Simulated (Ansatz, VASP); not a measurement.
**One calculation of WS2, two programs**

```
W S
1.0
     0.00000    2.93116    2.93116
     2.93116    0.00000    2.93116
     2.93116    2.93116    0.00000
W S
1 2
Direct
  0.00000 0.00000 0.00000
  0.25000 0.25000 0.25000
  0.75000 0.75000 0.75000
```

The cell was built by a generator and needn't be a form met in nature.

Alike in both runs: task single point; functional HSE06; k mesh 4 × 4 × 4; occupations fermi-dirac, width 0.02 eV; no spin polarisation.

```csv
,VASP,Ansatz
version,VASP 6.6.1,Ansatz 0.2.0
potentials or method,"VASP PAW PBE potentials, release 64 (W_sv, S)","plane waves, PAW"
plane-wave cutoff (eV),520,420
valence electrons in the cell,26,26
```

|  | VASP | Ansatz | Ansatz less VASP |
| --- | --- | --- | --- |
| pressure (GPa) | -4.4 | -4.0 | +0.43 |

Ansatz warned: «filled_band_counts_differ_across_k_points».

Caveats: the k mesh is coarse (spacing up to 0.46 Å⁻¹), so the values aren't converged, least of all with exact exchange; the PAW data sets were made with another functional, which shifts forces and pressure a little (VASP). The runs have no spin-orbit coupling, so splittings on W are missing.
